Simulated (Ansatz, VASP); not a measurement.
**Two plane-wave programs on Pt**

```
Pt
1.0
     0.00000    1.98496    1.98496
     1.98496    0.00000    1.98496
     1.98496    1.98496    0.00000
Pt
1
Cartesian
  0.0000 0.0000 0.0000
```

Alike in both runs: functional PBE; k mesh 18 × 18 × 18; occupations gaussian, width 0.1 eV; no spin polarisation.

Ansatz relaxed the structure, and its values are those at the end. VASP's run is a single point on that final structure, the one shown.

```csv
,VASP,Ansatz
version,VASP 6.6.1,Ansatz 0.2.0
potentials or method,"VASP PAW PBE potentials, release 64 (Pt)","scalar-relativistic, plane waves, PAW"
plane-wave cutoff (eV),520,420
valence electrons in the cell,10,18
```

|  | VASP | Ansatz | Ansatz less VASP |
| --- | --- | --- | --- |
| gap on the k mesh at the Fermi level (eV) | none | none | - |
| pressure (GPa) | -0.5 | 0.0 | +0.45 |

A gap of «none» marks a metal or a gap that the smearing closes. The two sets of potentials don't hold the same shells in valence.

Spin-orbit coupling is left out, which matters for the levels of Pt.
